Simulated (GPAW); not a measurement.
# HgSe: equation of state with OLYP

Crystal: HgSe.

```
Hg Se
1.0
     0.00000    3.03900    3.03900
     3.03900    0.00000    3.03900
     3.03900    3.03900    0.00000
Hg Se
1 1
Direct
  0.00000 0.00000 0.00000
  0.25000 0.25000 0.25000
```

* Program: GPAW 26.7.0
* Task: equation of state
* Functional: OLYP
* Potentials or basis: PAW data sets generated in the run's folder for this functional
* Cutoff: 600 eV
* Basis: pw
* k mesh: 6 × 6 × 6
* Occupations: fermi-dirac, width 0.05 eV
* Spin: no spin polarisation
* Maxiter: 150
* Eos scales: [0.94, 0.96, 0.98, 1.0, 1.02, 1.04, 1.06]

| Item | Value |
| --- | --- |
| Equilibrium volume | 32.29 Å³/atom (rough: see the caveat) |
| Bulk modulus | 34 GPa (rough) |

Energy against volume, from the lowest point:
```
volume (Å³/atom)  energy (meV/atom)
          26.383             147.30
          26.944             110.20
          27.505              78.93
          28.067              52.73
          28.628              31.15
          29.189              13.70
          29.751               0.00
```

It took 80 s on 1 thread of AMD EPYC 7R43 64-Core Processor (Zen 3), with other jobs on the host, peak memory 0.22 GiB.

Caveat: the minimum lies outside the volumes run. The run has no spin-orbit coupling, so splittings on Hg are missing.
